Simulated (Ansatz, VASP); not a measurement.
**Two plane-wave programs on Ti**

File INCAR:

```
SYSTEM = Ti
ALGO     = Normal         ! electronic algorithm
EDIFF    = 1E-6           ! SCF threshold, eV
ENCUT    = 520            ! plane-wave cutoff, eV
ISIF     = 2              ! what is computed and relaxed
ISMEAR   = -1             ! smearing method
LASPH    = .True.         ! aspherical terms in the spheres
LCHARG   = .False.        ! write CHGCAR
LREAL    = .False.        ! projectors in reciprocal space
LWAVE    = .False.        ! write WAVECAR
NBANDS   = 25             ! bands
NELM     = 60             ! most SCF steps
PREC     = Accurate       ! precision mode
SIGMA    = 0.1            ! smearing width, eV
```

Contents of KPOINTS:

```
k-points
0
Gamma
  9 9 13
  0 0 0
```

POSCAR

```
Ti
1.0
    4.2679175499      0.0000000000      0.0000000000
   -2.1339587749      3.6961250195      0.0000000000
    0.0000000000      0.0000000000      2.6542427483
Ti
3
Direct
    0.0000000000      1.0000000000      0.0000000000
    0.3333333333      0.6666666667      0.5000000000
    0.6666666667      0.3333333333      0.5000000000
```

Input for Ansatz:

```yaml
crystal:
  lattice:
    - [4.2679175499, 0.0, 0.0]
    - [-2.1339587749, 3.6961250195, 0.0]
    - [0.0, 0.0, 2.6542427483]
  atoms:
    - { symbol: Ti, position: [0.0, 1.0, 0.0] }
    - { symbol: Ti, position: [0.3333333333, 0.6666666667, 0.5] }
    - { symbol: Ti, position: [0.6666666667, 0.3333333333, 0.5] }
hamiltonian:
  xc: lda
  pseudopotentials:
    kind: paw
    azcp:
      Ti: "pseudopotentials/Ti.paw.azcp"
basis:
  ecutwfc: 420
  fft_grid_basis: typed
kpoints:
  mp_grid: { grid: [9, 9, 13], shift: [0, 0, 0] }
magnetization:
  spin_polarized: false
scf:
  occupations: { method: fermi_dirac, width: 0.1 }
  lower_state_search: "off"
output:
  stress: true
```

Alike in both runs: task single point; functional LDA; k mesh 9 × 9 × 13; occupations fermi-dirac, width 0.1 eV; no spin polarisation.

|  | VASP | Ansatz |
| --- | --- | --- |
| version | VASP 6.6.1 | Ansatz 0.2.0 |
| potentials or method | VASP PAW LDA potentials, release 64 (Ti_sv) | plane waves (420 eV) with PAW, scalar-relativistic |
| plane-wave cutoff (eV) | 520 | 420 |
| valence electrons in the cell | 36 | 36 |

|  | VASP | Ansatz | Ansatz less VASP |
| --- | --- | --- | --- |
| pressure (GPa) | 20.1 | 20.3 | +0.23 |
| largest component of the traceless stress (GPa) | 0.80 | 0.84 | +0.037 |

Ansatz warned: «pseudo_functional_mismatch».

Caveats: so large a pressure means that the cell lies far from this level's equilibrium, or that cutoff or potentials fall short (VASP).
